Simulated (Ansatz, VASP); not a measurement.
# Two plane-wave programs on NaS6

```
Na S
1.0
     0.00000    3.98545    3.98545
     3.98545    0.00000    3.98545
     3.98545    3.98545    0.00000
Na S
1 6
Direct
  0.50000 0.50000 0.50000
  0.50000 0.00000 0.00000
  0.00000 0.50000 0.50000
  0.00000 0.50000 0.00000
  0.50000 0.00000 0.50000
  0.00000 0.00000 0.50000
  0.50000 0.50000 0.00000
```

Alike in both runs: functional PBE; k mesh 8 × 8 × 8; occupations gaussian, width 0.1 eV; no spin polarisation.

Ansatz relaxed the structure, and its values are those at the end. VASP's run is a single point on that final structure, the one shown.

|  | VASP | Ansatz |
| --- | --- | --- |
| version | VASP 6.6.1 | Ansatz 0.2.0 |
| potentials or method | VASP PAW PBE potentials, release 64 (Na_pv, S) | scalar-relativistic, plane waves, PAW |
| plane-wave cutoff (eV) | 520 | 420 |
| valence electrons in the cell | 43 | 45 |

```csv
,VASP,Ansatz,Ansatz less VASP
gap on the k mesh at the Fermi level (eV),none,none,-
pressure (GPa),-0.1,0.0,+0.07
```

A gap of «none» marks a metal or a gap that the smearing closes. With one functional, cell and mesh, what is left measures potentials, basis and numerics. The two sets of potentials don't hold the same shells in valence.
